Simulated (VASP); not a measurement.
A VASP 6.6.1 single-point calculation on SnTe

INCAR

```
GGA = PE
ISIF = 2
NSW = 0
NELM = 74
IMIX = 1
ISMEAR = -1
NBANDS = 17
ENCUT = 520
IBRION = -1
LASPH = .TRUE.
EDIFF = 1E-7
LWAVE = .FALSE.
LCHARG = .FALSE.
PREC = Accurate
SIGMA = 0.02
AMIX = 0.4
LREAL = .FALSE.
```

KPOINTS

```
KPOINTS created by Atomic Simulation Environment
0
Gamma
8 8 8
0 0 0
```

POSCAR

```
Sn Te
 1.0000000000000000
     0.0000000000000000    3.2212236489000001    3.1868840042000000
     3.2212236489000001    0.0000000000000000    3.1868840042000000
     3.2212236489000001    3.2212236489000001    0.0000000000000000
 Sn  Te
   1   1
Cartesian
  0.0000000000000000  0.0000000000000000  0.0000000000000000
  3.2212236489000010  3.2212236489000010  3.1868840042000000
```

The recommended PBE PAW datasets give the neutral cell 20 valence electrons.

Command

```
mpirun -np 1 vasp_std
```

Problem. How does this run end, and what does it give?

Solution. It converged. Results: gap between bands v and c on the k mesh 0.06 eV; least direct gap on the k mesh 0.06 eV; pressure -0.2 GPa. Band v is the last that the valence electrons fill when counted band by band, and c is the next.

OSZICAR

```
N       E                     dE             d eps       ncg     rms          rms(c)
DAV:   1     0.125201982890E+03    0.12520E+03   -0.95289E+03  2021   0.133E+03
DAV:   2     0.444220984896E+01   -0.12076E+03   -0.11759E+03  2097   0.327E+02
DAV:   3    -0.727580786341E+01   -0.11718E+02   -0.11582E+02  2516   0.903E+01
DAV:   4    -0.761708336391E+01   -0.34128E+00   -0.34105E+00  2389   0.160E+01
DAV:   5    -0.763077836492E+01   -0.13695E-01   -0.13694E-01  2930   0.316E+00    0.400E+00
DAV:   6    -0.756006953546E+01    0.70709E-01   -0.16672E-01  2596   0.256E+00    0.253E+00
DAV:   7    -0.755956763050E+01    0.50190E-03   -0.32440E-02  2315   0.809E-01    0.152E+00
DAV:   8    -0.756080955854E+01   -0.12419E-02   -0.14987E-03  2628   0.235E-01    0.898E-01
DAV:   9    -0.756143384709E+01   -0.62429E-03   -0.24078E-04  2311   0.122E-01    0.538E-01
DAV:  10    -0.756175267386E+01   -0.31883E-03   -0.97389E-05  2398   0.725E-02    0.324E-01
DAV:  11    -0.756191279673E+01   -0.16012E-03   -0.42971E-05  2413   0.454E-02    0.197E-01
DAV:  12    -0.756199234891E+01   -0.79552E-04   -0.19869E-05  2386   0.292E-02    0.120E-01
DAV:  13    -0.756203161400E+01   -0.39265E-04   -0.92722E-06  2364   0.192E-02    0.738E-02
DAV:  14    -0.756205090534E+01   -0.19291E-04   -0.43844E-06  2303   0.127E-02    0.455E-02
DAV:  15    -0.756206035531E+01   -0.94500E-05   -0.20963E-06  2372   0.853E-03    0.282E-02
DAV:  16    -0.756206496957E+01   -0.46143E-05   -0.10086E-06  2307   0.573E-03    0.176E-02
DAV:  17    -0.756206721532E+01   -0.22458E-05   -0.48994E-07  2306   0.389E-03    0.110E-02
DAV:  18    -0.756206830258E+01   -0.10873E-05   -0.23906E-07  2322   0.264E-03    0.689E-03
DAV:  19    -0.756206882589E+01   -0.52332E-06   -0.11632E-07  2103   0.181E-03    0.434E-03
DAV:  20    -0.756206907354E+01   -0.24764E-06   -0.58322E-08  1767   0.129E-03    0.275E-03
DAV:  21    -0.756206919031E+01   -0.11677E-06   -0.30138E-08  1585   0.958E-04    0.175E-03
DAV:  22    -0.756206924242E+01   -0.52109E-07   -0.14525E-08  1366   0.658E-04
   1 F= -.75620692E+01 E0= -.75619163E+01  d E =-.305938E-03
```

For comparison, a separate PBE run of the intended cell, on usual settings and not on those above, gives a gap of 0.06 eV on its mesh and a pressure of -0.2 GPa.
